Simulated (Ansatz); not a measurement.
Input and command of a calculation in Ansatz (plane waves; scalar-relativistic PAW potentials unless the input names others):

```yaml
crystal:
  lattice:
    - [4.7541198712, 0.0, 0.0]
    - [0.0, 4.9007931176, 0.0]
    - [0.0, 0.0, 3.2381666599]
  atoms:
    - { symbol: Sn, position: [0.5, 0.5, 0.5] }
    - { symbol: Sn, position: [0.0, 0.0, 0.0] }
    - { symbol: O, position: [0.3064962475, 0.3066616298, 0.0] }
    - { symbol: O, position: [0.8064962475, 0.1933383702, 0.5] }
    - { symbol: O, position: [0.1935037525, 0.8066616298, 0.5] }
    - { symbol: O, position: [0.6935037525, 0.6933383702, 0.0] }
kpoints:
  mp_grid: { grid: [6, 6, 8] }
hamiltonian:
  xc: pbe
scf:
  occupations: { method: gaussian, width: 0.05 }
  lower_state_search: light
output:
  forces: true
  eigenvalues: true
  stress: true
```

```bash
ansatz run input.yaml --threads 1 --pin off --max-ram 2560MiB --backend cpu --events-out ev --progress --plain --runs-dir out
```

Abridged log:
```
Pseudopotentials: kind: paw
Pseudopotential: Sn, paw, valence charge 14, recommended cutoff 420 eV (normal)
Pseudopotential: O, paw, valence charge 6, recommended cutoff 420 eV (normal)
Functional definition: PBE
Crystal: 6 atoms, lattice volume = 75.446 Å³
Basis set: ecut = 420 eV, 1473 PW (Γ), exchange–correlation on 64×72×48 points (8 copies of the dense FFT grid, shifted against one another)
Bands: 32, of which v1, the nominal top of the filled ones, is band 26 counted from 1 (25 counted from 0)
Symmetry: 8 space group operations
Space group: Pnnm (ITA 58), of the structure as read, at distance tolerance 4.2e-5 Å
k-points: 80 of 288
Initial density: superposition of atomic densities (neutral atoms: chi_scale 0, normalization atom), corrected by the library's trained network
Initial wavefunctions: pseudopotential atomic-orbital guess
Functional: x = pbe(κ = 0.804, μ = 0.21951497), c = pbe(β = 0.06672455)
SCF iter   1: F=—  HF=-14317.958573 eV  |F-HF|=—  |Δ(HF+E_count)|=         —  Δρ=1.29e-3  dr2=5.57e-4  ethr=1.77e-3  ⟨swp⟩=6.0  Hψ=11193  notcnv=0  defer=8
SCF iter   2: F=—  HF=-14317.960438 eV  |F-HF|=—  |Δ(HF+E_count)|=   1.86e-3  Δρ=6.25e-4  dr2=1.13e-4  ethr=1.07e-6  ⟨swp⟩=2.3  Hψ=5345  notcnv=0  defer=16
SCF iter   3: F=—  HF=-14317.960697 eV  |F-HF|=—  |Δ(HF+E_count)|=   2.60e-4  Δρ=2.66e-4  dr2=3.17e-5  ethr=2.18e-7  ⟨swp⟩=3.0  Hψ=4599  notcnv=0
automatic band count: iteration 3 solves 31 bands in place of 32: the levels show a gap, and the empty bands left out lie too high to hold charge; the band table lists the bands solved (type scf.n_extra_bands for more)
SCF iter   4: F=—  HF=-14317.960668 eV  |F-HF|=—  |Δ(HF+E_count)|=   2.97e-5  Δρ=3.95e-5  dr2=1.02e-6  ethr=6.10e-8  ⟨swp⟩=2.0  Hψ=3477  notcnv=0
SCF iter   5: F=-14317.960669 eV  HF=-14317.960669 eV  |F-HF|=9.65e-8  |Δ(HF+E_count)|=   1.61e-6  Δρ=1.17e-5  dr2=6.71e-8  ethr=1.96e-9  ⟨swp⟩=2.1  Hψ=3848  notcnv=0
SCF iter   6: F=-14317.960669 eV  HF=-14317.960669 eV  |F-HF|=2.88e-9  |Δ(HF+E_count)|=   1.15e-7  Δρ=3.55e-6  dr2=5.75e-9  ethr=1.29e-10  ⟨swp⟩=5.6  Hψ=9834  notcnv=0
SCF 1 converged in 6 iterations: F = -14317.960669 eV  dr2 = 5.75e-9
SCF converged after 6 iterations
Free energy (F): -14317.960669 eV
Harris-Foulkes:  -14317.960669 eV  (|F-HF|=2.88e-9)
Internal energy: -14317.960669 eV  (E = F + TS)
E sigma→0 (E₀):  -14317.960669 eV
Fermi energy:    9.086120 eV
--- Forces (eV/Å), atoms counted from 1 ---
  atom   1  Sn     0.00000000     0.00000000     0.00000000
  atom   2  Sn     0.00000000     0.00000000     0.00000000
  atom   3  O     -0.01205588     0.01706666     0.00000000
  atom   4  O     -0.01205588    -0.01706666     0.00000000
  atom   5  O      0.01205588     0.01706666     0.00000000
  atom   6  O      0.01205588    -0.01706666     0.00000000
--- Stress (GPa, compression-positive) ---
        1.214912       0.000000       0.000000
        0.000000      -1.225048       0.000000
        0.000000       0.000000       0.027519
  P = ⅓ Tr σ = 0.0058 GPa (0.058 kbar)
```

Apart from outputs and empty bands, the input differs from a reference run on usual settings in scf.lower_state_search: not typed → "light"; basis.ecutwfc: 420 → not typed. The reference, at the same geometry (not necessarily relaxed), gave pressure 0.01 GPa, largest force 0.021 eV/Å, gap on the mesh 0.68 eV. This run converged in 6 SCF iterations (reference: 6) with an energy at zero smearing within 0.01 meV/atom of the reference's, pressure 0.01 GPa, largest force 0.021 eV/Å, gap on the mesh 0.68 eV.

The run took 9.7 s on 1 thread of Arm Neoverse V2, on a shared host, peak memory 0.41 GiB.